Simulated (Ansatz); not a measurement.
**Mo2CCl2 MXene monolayer in a perpendicular field**

Aim: how the Mo2CCl2 MXene monolayer screens a field along its normal, and what the field does to its bands. A positive field points along +c.

Main program and level: Ansatz 0.2.0; plane-wave DFT, PBE-D3(BJ), Ansatz PAW.

**1. Starting point**

The cell holds 5 atoms: 2 Cl, 2 Mo and 1 C. Its edges and angles: a = 3.025 Å, b = 3.025 Å, c = 42.397 Å, α = 90.0°, β = 90.0°, γ = 120.0°. Vacuum lies along c.

**2. Relaxation**

The starting cell is a guess, so the in-plane lattice and the atoms are relaxed first, with the slab cut off from its images along the normal.

input.yaml

```yaml
crystal:
  lattice:
    - [3.024736, 0.0, 0.0]
    - [-1.512368, 2.6194982157, 0.0]
    - [0.0, 0.0, 42.3970420757]
  atoms:
    - { symbol: Cl, position: [0.3333333333, 0.6666666667, 0.4328132129] }
    - { symbol: Mo, position: [0.6666666667, 0.3333333333, 0.4718499173] }
    - { symbol: C, position: [0.0, 0.0, 0.5] }
    - { symbol: Mo, position: [0.3333333333, 0.6666666667, 0.5281500827] }
    - { symbol: Cl, position: [0.6666666667, 0.3333333333, 0.5671867871] }
  periodic: [true, true, false]
kpoints:
  mp_grid: { grid: [12, 12, 1] }
hamiltonian:
  xc: pbe
  dispersion: d3bj
scf:
  occupations: { method: fermi_dirac, width: 0.05 }
  convergence: { dr2_threshold: 1.0e-09 }
relax:
  f_tol: 0.004
  max_steps: 90
  cell: {}
output:
  write_potential: true
  write_density: true
  volumetric_format: npy
```

Run with:

```bash
$ ansatz run input.yaml --threads 2 --pin off --max-ram 3072MiB --backend cpu --events-out ev --progress --plain --runs-dir out
```

Numbers of over 12 decimals in the logs are rounded to 6 here.

The program printed:

```text
Warning: relax.cell: scf.convergence.dr2_threshold = 1e-9 eV is looser than the 2.02924441501e-10 eV advised for a relaxation that steers and ends on the stress (1e-10 eV for each atom of the cell: 5, times the square of relax.cell.stress_2d_tol = 0.05 N/m over 15.7 Å (the atoms' height at the walk's start and 5 Å past either face), 3.185e-2 GPa, over a crystal's default 0.05). What an SCF threshold leaves in a stress goes as its square root, and in the free energy as the threshold itself, and one threshold admits the most on a small cell: [figures from the program's tests cut] Set scf.convergence.dr2_threshold to 2.02924441501e-10 eV or tighter. [rest of the remark cut]
Engine: ansatz 0.2.0, aarch64-unknown-linux-gnu
Pseudopotentials: kind: paw
Pseudopotential: Cl, paw, valence charge 7, recommended cutoff 420 eV (normal), Cl.paw.azcp
Pseudopotential: Mo, paw, valence charge 14, recommended cutoff 420 eV (normal), Mo.paw.azcp
Pseudopotential: C, paw, valence charge 4, recommended cutoff 420 eV (normal), C.paw.azcp
Functional definition: PBE
  parameter kappa = 0.804
  parameter beta = 0.066725
  exchange = pbe_x(kappa = kappa, mu = beta*pi^2/3)
  correlation = pbe_c(beta = beta)
Crystal: 5 atoms, lattice volume = 335.924 Å³
Basis set: ecut = 420 eV, 6477 PW (Γ), exchange–correlation on 48×48×576 points (8 copies of the dense FFT grid, shifted against one another)
Bands: 28, of which v1, the nominal top of the filled ones, is band 23 counted from 1 (22 counted from 0)
Symmetry: 12 space group operations
Space group: P-3m1 (ITA 164), of the structure as read, at distance tolerance 7.0e-5 Å
k-points: 19 of 144
Non-local potential: Cl, projectors of the file, l = 0: 2, l = 1: 2, l = 2: 2
Non-local potential: Mo, projectors of the file, l = 0: 3, l = 1: 2, l = 2: 2, l = 3: 1
Non-local potential: C, projectors of the file, l = 0: 2, l = 1: 2, l = 2: 1
PAW form: soft (Blöchl's): semilocal exchange-correlation on the pseudo side does not see the compensation charge
PAW one-centre angular grid: Cl, 110 points (default); XC on 64 Gauss nodes
PAW one-centre angular grid: Mo, 590 points (default); XC on 64 Gauss nodes
PAW one-centre angular grid: C, 110 points (default); XC on 64 Gauss nodes
Initial density: superposition of atomic densities (neutral atoms: chi_scale 0, normalization atom), corrected by the library's trained network
Initial wavefunctions: pseudopotential atomic-orbital guess
Functional: x = pbe(κ = 0.804, μ = 0.219515), c = pbe(β = 0.066725)
SCF iter   1: F=—  HF=-12324.188063 eV  |F-HF|=—  |Δ(HF+E_count)|=         —  Δρ=6.41e-3  dr2=5.71e-1  ethr=1.77e-3  ⟨swp⟩=16.0  Hψ=4489  notcnv=0
preconditioner: auto → LDOS  [metal: Δε(μ)=0.058 eV  Ē_g=8.645 eV  σ=0.050 eV  W_gap=0.28  n_scr=26 (ndim 8)  ℏωp=11.1 eV  f_vac=0.780  D(μ)=3.66/eV (n_scr^D=18)  β→1.0]
SCF iter   2: F=—  HF=-12324.125859 eV  |F-HF|=—  |Δ(HF+E_count)|=   6.22e-2  Δρ=2.05e-3  dr2=3.24e-2  ethr=1.24e-3  ⟨swp⟩=3.3  Hψ=1041  notcnv=0
SCF iter   3: F=—  HF=-12324.124562 eV  |F-HF|=—  |Δ(HF+E_count)|=   1.30e-3  Δρ=1.49e-3  dr2=1.55e-2  ethr=7.04e-5  ⟨swp⟩=3.5  Hψ=1457  notcnv=0
SCF iter   4: F=—  HF=-12324.121394 eV  |F-HF|=—  |Δ(HF+E_count)|=   3.17e-3  Δρ=3.44e-4  dr2=6.17e-4  ethr=3.37e-5  ⟨swp⟩=3.5  Hψ=1262  notcnv=0
SCF iter   5: F=—  HF=-12324.121378 eV  |F-HF|=—  |Δ(HF+E_count)|=   1.67e-5  Δρ=8.15e-5  dr2=2.98e-5  ethr=1.34e-6  ⟨swp⟩=3.4  Hψ=1292  notcnv=0
SCF iter   6: F=—  HF=-12324.121408 eV  |F-HF|=—  |Δ(HF+E_count)|=   3.03e-5  Δρ=2.13e-5  dr2=1.42e-6  ethr=6.49e-8  ⟨swp⟩=3.9  Hψ=1283  notcnv=0
SCF iter   7: F=—  HF=-12324.121600 eV  |F-HF|=—  |Δ(HF+E_count)|=   1.92e-4  Δρ=3.73e-6  dr2=3.37e-8  ethr=3.08e-9  ⟨swp⟩=3.7  Hψ=1303  notcnv=0
SCF iter   8: F=—  HF=-12324.121600 eV  |F-HF|=—  |Δ(HF+E_count)|=   1.87e-7  Δρ=8.80e-7  dr2=2.92e-9  ethr=7.32e-11  ⟨swp⟩=3.9  Hψ=1441  notcnv=0
SCF iter   9: F=-12324.121600 eV  HF=-12324.121600 eV  |F-HF|=2.76e-9  |Δ(HF+E_count)|=   1.39e-8  Δρ=1.32e-7  dr2=2.89e-11  ethr=2.17e-12  ⟨swp⟩=13.2  Hψ=4991  notcnv=0
SCF 1 converged in 9 iterations: F = -12324.121600 eV  dr2 = 2.89e-11
  greatest PAW one-centre occupation: 0.998 electrons in one spin orbital (limit 2), on the Mo atom at site 3 (counted from 0), in its partial waves of l = 0
relax step   1: F+E_penalty+E_count = -12324.12160022 eV  Δ(F+E_penalty+E_count) = +0.000e0 eV  max|allowed force component| = 2.406e0 eV/Å  Δτ_max = 0.0000 Å  P = +15.312 N/m  Ω = 335.924 Å³  fix = [c, alpha, beta]  reactions: c +0.000 N/m  (9 SCF iters, accepted)
Crystal: 5 atoms, lattice volume = 347.863 Å³
Basis set: ecut = 420 eV, 6765 PW (Γ), exchange–correlation on 48×48×576 points (8 copies of the dense FFT grid, shifted against one another)
Initial density: handed on by an earlier stage of this run
Initial wavefunctions: those handed on with the density
iter 1 solved again at ethr=2.04e-3 eV; its pass at ethr=3.10e-3 eV (dr2=9.37e-1 eV) is discarded
SCF iter   1: F=—  HF=-12324.815172 eV  |F-HF|=—  |Δ(HF+E_count)|=         —  Δρ=9.09e-3  dr2=9.15e-1  ethr=2.04e-3  ⟨swp⟩=1.8  Hψ=4507  notcnv=0
preconditioner: auto → LDOS  [metal: Δε(μ)=0.027 eV  Ē_g=8.241 eV  σ=0.050 eV  W_gap=0.13  n_scr=26 (ndim 8)  ℏωp=10.9 eV  f_vac=0.772  D(μ)=4.36/eV (n_scr^D=20)  β→1.0]
SCF iter   2: F=—  HF=-12324.715997 eV  |F-HF|=—  |Δ(HF+E_count)|=   9.92e-2  Δρ=3.72e-3  dr2=1.69e-1  ethr=1.99e-3  ⟨swp⟩=2.3  Hψ=861  notcnv=0
SCF iter   3: F=—  HF=-12324.698064 eV  |F-HF|=—  |Δ(HF+E_count)|=   1.79e-2  Δρ=2.47e-3  dr2=6.42e-2  ethr=3.68e-4  ⟨swp⟩=3.5  Hψ=1192  notcnv=0
SCF iter   4: F=—  HF=-12324.688283 eV  |F-HF|=—  |Δ(HF+E_count)|=   9.78e-3  Δρ=7.10e-4  dr2=3.35e-3  ethr=1.40e-4  ⟨swp⟩=2.8  Hψ=1061  notcnv=0
SCF iter   5: F=—  HF=-12324.687588 eV  |F-HF|=—  |Δ(HF+E_count)|=   6.95e-4  Δρ=1.63e-4  dr2=1.06e-4  ethr=7.28e-6  ⟨swp⟩=3.5  Hψ=1204  notcnv=0
SCF iter   6: F=—  HF=-12324.687645 eV  |F-HF|=—  |Δ(HF+E_count)|=   5.74e-5  Δρ=4.62e-5  dr2=6.94e-6  ethr=2.31e-7  ⟨swp⟩=3.2  Hψ=1266  notcnv=0
SCF iter   7: F=—  HF=-12324.687640 eV  |F-HF|=—  |Δ(HF+E_count)|=   5.13e-6  Δρ=9.87e-6  dr2=2.23e-7  ethr=1.51e-8  ⟨swp⟩=3.2  Hψ=1249  notcnv=0
SCF iter   8: F=—  HF=-12324.687823 eV  |F-HF|=—  |Δ(HF+E_count)|=   1.83e-4  Δρ=2.51e-6  dr2=1.44e-8  ethr=4.85e-10  ⟨swp⟩=3.7  Hψ=1389  notcnv=0
SCF iter   9: F=-12324.687824 eV  HF=-12324.687824 eV  |F-HF|=1.76e-8  |Δ(HF+E_count)|=   1.02e-7  Δρ=5.51e-7  dr2=7.44e-10  ethr=2.17e-12  ⟨swp⟩=11.0  Hψ=5682  notcnv=0
SCF 2 converged in 9 iterations: F = -12324.687824 eV  dr2 = 7.44e-10
[...]
relax step   6: F+E_penalty+E_count = -12325.35082522 eV  Δ(F+E_penalty+E_count) = -1.415e-1 eV  max|allowed force component| = 1.029e0 eV/Å  Δτ_max = 0.0972 Å  P = +6.081 N/m  Ω = 373.825 Å³  energy of the carried Pulay correction = -4.596e-3 eV  fix = [c, alpha, beta]  reactions: c +0.000 N/m  (9 SCF iters, accepted)
relax step   7: F+E_penalty+E_count = -12325.51446033 eV  Δ(F+E_penalty+E_count) = -1.636e-1 eV  max|allowed force component| = 7.403e-1 eV/Å  Δτ_max = 0.0769 Å  P = -0.257 N/m  Ω = 396.927 Å³  energy of the carried Pulay correction = -7.165e-3 eV  fix = [c, alpha, beta]  reactions: c -0.000 N/m  (9 SCF iters, accepted)
relax step   8: F+E_penalty+E_count = -12325.58153021 eV  Δ(F+E_penalty+E_count) = -6.707e-2 eV  max|allowed force component| = 6.881e-1 eV/Å  Δτ_max = 0.1938 Å  P = -2.085 N/m  Ω = 416.125 Å³  energy of the carried Pulay correction = -9.181e-3 eV  fix = [c, alpha, beta]  reactions: c -0.000 N/m  (9 SCF iters, accepted)
relax step   9: F+E_penalty+E_count = -12325.60200988 eV  Δ(F+E_penalty+E_count) = -2.048e-2 eV  max|allowed force component| = 6.490e-1 eV/Å  Δτ_max = 0.0532 Å  P = +1.590 N/m  Ω = 400.855 Å³  energy of the carried Pulay correction = -7.586e-3 eV  fix = [c, alpha, beta]  reactions: c +0.000 N/m  (8 SCF iters, accepted)
relax step  10: F+E_penalty+E_count = -12325.61763436 eV  Δ(F+E_penalty+E_count) = -1.562e-2 eV  max|allowed force component| = 1.228e-1 eV/Å  Δτ_max = 0.0255 Å  P = -0.751 N/m  Ω = 409.090 Å³  energy of the carried Pulay correction = -8.454e-3 eV  fix = [c, alpha, beta]  reactions: c -0.000 N/m  (8 SCF iters, accepted)
relax step  11: F+E_penalty+E_count = -12325.61972162 eV  Δ(F+E_penalty+E_count) = -2.087e-3 eV  max|allowed force component| = 2.210e-2 eV/Å  Δτ_max = 0.0057 Å  P = -0.125 N/m  Ω = 406.861 Å³  energy of the carried Pulay correction = -8.221e-3 eV  fix = [c, alpha, beta]  reactions: c -0.000 N/m  (7 SCF iters, accepted)
relax step  12: F+E_penalty+E_count = -12325.61978074 eV  Δ(F+E_penalty+E_count) = -5.912e-5 eV  max|allowed force component| = 1.974e-3 eV/Å  Δτ_max = 0.0003 Å  P = -0.007 N/m  Ω = 406.609 Å³  energy of the carried Pulay correction = -8.195e-3 eV  fix = [c, alpha, beta]  reactions: c -0.000 N/m  (5 SCF iters, accepted)
relax step  13: F+E_penalty+E_count = -12325.64248500 eV  Δ(F+E_penalty+E_count) = -2.270e-2 eV  max|allowed force component| = 5.962e-3 eV/Å  Δτ_max = 0.0000 Å  P = +0.358 N/m  Ω = 406.609 Å³  fix = [c, alpha, beta]  reactions: c +0.000 N/m  stress off target by 3.58e-1 N/m on what of the cell is left free  SCF on the basis re-selected at this cell (its energy is not comparable with the rows above)  (6 SCF iters)
relax step  14: F+E_penalty+E_count = -12325.64268721 eV  Δ(F+E_penalty+E_count) = -2.022e-4 eV  max|allowed force component| = 2.923e-3 eV/Å  Δτ_max = 0.0029 Å  P = +0.024 N/m  Ω = 407.677 Å³  energy of the carried Pulay correction = -1.108e-4 eV  fix = [c, alpha, beta]  reactions: c +0.000 N/m  (6 SCF iters, accepted)
iter 1 solved again at ethr=8.48e-8 eV; its pass at ethr=3.10e-3 eV (dr2=3.90e-5 eV) is discarded
SCF iter   1: F=—  HF=-12325.642479 eV  |F-HF|=—  |Δ(HF+E_count)|=         —  Δρ=1.75e-5  dr2=3.24e-8  ethr=8.48e-8  ⟨swp⟩=6.6  Hψ=7059  notcnv=0
preconditioner: auto → LDOS  [metal: Δε(μ)=0.090 eV  Ē_g=8.131 eV  σ=0.050 eV  W_gap=0.40  n_scr=24 (ndim 8)  ℏωp=10.1 eV  f_vac=0.790  D(μ)=1.99/eV (n_scr^D=12)  β→1.0]
SCF iter   2: F=—  HF=-12325.642792 eV  |F-HF|=—  |Δ(HF+E_count)|=   3.13e-4  Δρ=1.22e-6  dr2=4.82e-9  ethr=7.04e-11  ⟨swp⟩=5.4  Hψ=1942  notcnv=0
SCF iter   3: F=-12325.642792 eV  HF=-12325.642791 eV  |F-HF|=2.70e-7  |Δ(HF+E_count)|=   2.59e-7  Δρ=4.26e-7  dr2=7.43e-10  ethr=2.17e-12  ⟨swp⟩=18.9  Hψ=5631  notcnv=0
SCF 15 converged in 3 iterations: F = -12325.642792 eV  dr2 = 7.43e-10
relax step  15: F+E_penalty+E_count = -12325.64279170 eV  Δ(F+E_penalty+E_count) = -1.045e-4 eV  max|allowed force component| = 2.876e-3 eV/Å  Δτ_max = 0.0000 Å  P = +0.024 N/m  Ω = 407.677 Å³  fix = [c, alpha, beta]  reactions: c +0.000 N/m  stress off target by 2.37e-2 N/m on what of the cell is left free  SCF on the basis re-selected at this cell (its energy is not comparable with the rows above)  (3 SCF iters)
basis re-selected at this cell: Δ(F+E_penalty+E_count) = -1.045e-4 eV, ΔP = -0.000 N/m vs the last step (what re-selecting the basis moved, of the pressure what is left beyond the Pulay correction that the steps carried, after the strain that the cell walked since its last selection, with what the two solves' SCF thresholds leave and, on support functions, any second-order correction that the steps lacked; it is no m [...]
WARN: The input density's exchange-correlation potential varies sharply where the density is thin. Do not read a vacuum level from v_tot or v_xc, or from such a field of the output density. On a cell that repeats whose density bears no net charge and no dipole along the vacuum's axis use v_es (v_loc + v_h of the components); under efield.dipole_correction with no amplitude use v_es + v_field, which holds any external [...]
SCF converged after 3 iterations
Free energy (F): -12325.642792 eV
Harris-Foulkes:  -12325.642791 eV  (|F-HF|=2.70e-7)
Internal energy: -12325.625548 eV  (E = F + TS)
E sigma→0 (E₀):  -12325.634170 eV
Entropy (-TS):   -0.017244 eV (-3.449 meV/atom)
Fermi energy:    -4.427639 eV
--- Per-component energies (eV) ---
  E_band       = -1081.977755
  E_kinetic    = 1297.416470
  E_local      = -174094.146710  (includes V_loc(G=0)·N_el)
  E_nonlocal   = 370.931997
  E_hartree    = 86197.297200
  E_xc         = -629.972806
  E_vxc        = -762.688462  (∫ρ·V_xc dr)
  E_paw        = -7820.302901  (= ΣΔE_a)
  E_vpaw       = -288.087649  (= ΣTr[D̂ρ^β])
  E_aug_tail   = 0.000263  (compensation charges beyond the density's cutoff)
  E_ewald      = 82354.709845
  E_disp       = -1.558905  (pairwise vdW)
  E_smearing   = -0.017244  (= −TS)
  E_closure    = 0.000000  (closes the sum)
  Σ components = -12325.642792   (vs F -12325.642792, Δ=0.00e0)
--- Forces (eV/Å), atoms counted from 1 ---
  atom   1  Cl    -0.00000000     0.00000000     0.00282738
  atom   2  Mo    -0.00000000    -0.00000000    -0.00287578
  atom   3  C      0.00000000     0.00000000     0.00000000
  atom   4  Mo    -0.00000000     0.00000000     0.00287578
  atom   5  Cl    -0.00000000    -0.00000000    -0.00282738
  max |Σ_I F_I| component: 5.55e-17 eV/Å
--- 2D stress c σ (N/m, compression-positive) ---
        0.023708      -0.000000       0.000000
       -0.000000       0.023708       0.000000
        0.000000       0.000000       0.000000
  P = ½ c Tr σ = 0.0237 N/m
--- Band table (eV; the first three rows and the last of 19) ---
  k-point 0: bands = [... 19 lower, -7.5394, -7.4541, -7.4541, -4.5603, -3.9042, -3.9042, -3.3649, -3.2904, ... 1 higher]
  k-point 1: bands = [... 19 lower, -7.8775, -7.2982, -7.1093, -4.6268, -4.1262, -3.8961, -3.2629, -3.2010, ... 1 higher]
  k-point 2: bands = [... 19 lower, -8.1373, -7.4310, -6.7259, -4.8350, -4.3462, -3.8785, -3.1169, -2.9738, ... 1 higher]
  k-point 18: bands = [... 19 lower, -8.4393, -6.2283, -6.0746, -6.0746, -3.4806, -3.4806, -2.9976, -1.4097, ... 1 higher]
  the weakly bound empty levels are not read free of the cell's end (no_gap_told)
--- Relaxed structure (13 steps of the walk, 12 accepted, 2 SCFs on fresh bases) ---
  F+E_penalty+E_count = -12325.64279170 eV   max|allowed force component| = 2.876e-3 eV/Å   (the final SCF, on the basis selected at the relaxed cell)
  cell:  # Å, volume = 407.6765 Å³
    - [3.332152, 0, 0]
    - [-1.666076, 2.885728, 0]
    - [0, 0, 42.3970420757]
  atoms:
    - { symbol: Cl, position: [0.333333, 0.666667, 0.436254] }
    - { symbol: Mo, position: [0.666667, 0.333333, 0.478016] }
    - { symbol: C, position: [0, 0, 0.500000] }
    - { symbol: Mo, position: [0.333333, 0.666667, 0.521984] }
    - { symbol: Cl, position: [0.666667, 0.333333, 0.563746] }
```

It took 1.8 min on 2 threads of Arm Neoverse V1, shared host; peak memory 0.7 GiB.

This run has no spin polarisation, although Mo can carry a moment.

Relaxation path:

```tsv
step	energy less that of the first step (eV)	largest force component (eV/Å)	volume (Å³)
1	0.0000	2.4065	335.92
2	-0.5662	1.3179	347.86
3	-0.7111	1.7715	352.93
4	-0.5367	3.7052	360.33
5	-1.0877	1.2914	365.13
6	-1.2292	1.0287	373.83
7	-1.3929	0.7403	396.93
8	-1.4599	0.6881	416.13
9	-1.4804	0.6490	400.85
10	-1.4960	0.1228	409.09
11	-1.4981	0.0221	406.86
12	-1.4982	0.0020	406.61
13*	-1.5209	0.0060	406.61
14	-1.5211	0.0029	407.68
15*	-1.5212	0.0029	407.68
```

Relaxation steps marked * repeat the geometry before them on a plane-wave basis chosen anew for their cell, so energy and pressure can jump there. Relaxation step 4 was tried and not accepted.

Forces are held to the 12 operations that the run works with; a distortion that breaks them can't arise in this run.

```tsv
cell as run	before	after	change
a (Å)	3.025	3.332	+10.2 %
b (Å)	3.025	3.332	+10.2 %
```

The atoms that moved most (Å, along periodic axes as changes of fractional coordinates times the final cell, across vacuum about the mean position):

```tsv
atom	dx	dy	dz	length
Mo4	0.000	0.000	-0.261	0.261
Mo2	0.000	0.000	0.261	0.261
Cl1	0.000	0.000	0.146	0.146
Cl5	0.000	0.000	-0.146	0.146
```

The relaxed structure:

```cif
data_structure
_symmetry_space_group_name_H-M 'P 1'
_symmetry_Int_Tables_number 1
_cell_length_a 3.3322
_cell_length_b 3.3322
_cell_length_c 42.3970
_cell_angle_alpha 90.000
_cell_angle_beta 90.000
_cell_angle_gamma 120.000
_cell_volume 407.68
loop_
_atom_site_label
_atom_site_type_symbol
_atom_site_fract_x
_atom_site_fract_y
_atom_site_fract_z
_atom_site_occupancy
Cl1 Cl 0.33333 0.66667 0.43625 1
Mo2 Mo 0.66667 0.33333 0.47802 1
C3 C 0.00000 0.00000 0.50000 1
Mo4 Mo 0.33333 0.66667 0.52198 1
Cl5 Cl 0.66667 0.33333 0.56375 1
```

Numbers from this step:

```
energy at zero smearing : -12325.6342 eV
```

The lattice constant a goes from 3.025 to 3.332 Å.

(Part 1 of 2 ends here.)

[Logs are printed without paths, hosts, clocks, repeated set-up lines and the standing remarks that a program may print on its own settings, such as how far it seeks lower states.]

[Hosts, paths, dates, database ids (printed as entryN), source tags and the programs' standing remarks are cut or masked in the printed files.]

[Maps of the electrostatic potential energy from Ansatz leave out the sawtooth potential of an applied field or a dipole correction, so their vacuum need not be flat; planar profiles and work functions include it.]
